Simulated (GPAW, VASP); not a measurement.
Given: the input of a run of VASP 6.6.1 on TePb. 

INCAR

```
SYSTEM = TePb
  PREC = Accurate
  ENCUT = 520
  EDIFF = 1E-6
  ISMEAR = 0
  SIGMA = 0.012
  LREAL = .FALSE.
  LASPH = .TRUE.
  NELM = 100
  ALGO = Normal
  ISIF = 2
  LWAVE = .FALSE.
  LCHARG = .TRUE.
  GGA = PE
  LELF = .TRUE.
  LVHAR = .TRUE.
  NBANDS = 17
```

File KPOINTS:

```
Automatic mesh
0
G
  7 7 7
  0 0 0
```

File POSCAR:

```
TePb
1.0
    0.0000000000      3.2310000000      3.2310000000
    3.2310000000      0.0000000000      3.2310000000
    3.2310000000      3.2310000000      0.0000000000
Pb Te
1 1
Direct
    0.0000000000      0.0000000000      0.0000000000
    0.5000000000      0.5000000000      0.5000000000
```

Potentials or basis: VASP PAW PBE potentials, release 64 (Pb_d, Te).

Launch:

```sh
$ cat potpaw_PBE.64/Pb_d/POTCAR potpaw_PBE.64/Te/POTCAR > POTCAR
$ mpirun -np 1 vasp_std > vasp.out
```

Q: Set up the same calculation for GPAW 26.7.0 (ASE script). Potentials or basis there: GPAW PAW data sets (gpaw-data 1.2.1), cutoff 600 eV.

A: As run (cutoffs and basis follow the program's own potentials, and thresholds, step limits or extra output files can differ):

run.py

```python
from ase import Atoms
from ase.dft.bandgap import bandgap
from ase.io import write
from ase.units import GPa
from gpaw import GPAW, PW

atoms = Atoms(['Pb', 'Te'],
              cell=[[0.0, 3.231, 3.231],
                    [3.231, 0.0, 3.231],
                    [3.231, 3.231, 0.0]],
              scaled_positions=[[0.0, 0.0, 0.0],
                                [0.5, 0.5, 0.5]],
              pbc=True)

calc = GPAW(mode=PW(600),
            xc='PBE',
            kpts={'size': (7, 7, 7), 'gamma': True},
            occupations={'name': 'methfessel-paxton', 'order': 0, 'width': 0.012},
            nbands=19,
            convergence={'density': 1e-05, 'energy': 1e-05},
            maxiter=150,
            txt='gpaw.txt')
atoms.calc = calc
energy = atoms.get_potential_energy()
forces = atoms.get_forces()
stress = atoms.get_stress()
calc.write('gs.gpw')
write('result.traj', atoms)
print(f'Energy: {energy:.6f} eV')
print('Forces (eV/A):')
print(forces.round(4))
print('Stress (GPa):', (stress / GPa).round(3))
print('Fermi level:', round(calc.get_fermi_level(), 4), 'eV')
print(f'Gap: {bandgap(calc)[0]:.4f} eV, direct: {bandgap(calc, direct=True)[0]:.4f} eV')
```

Potentials or basis: GPAW PAW data sets (gpaw-data 1.2.1), pw.

The run is started by

```sh
$ OMP_NUM_THREADS=1 python run.py
```

Both were run:

|  | VASP | GPAW |
| --- | --- | --- |
| Pressure | 2.1 GPa | 1.8 GPa |

Pressure is positive in compression.
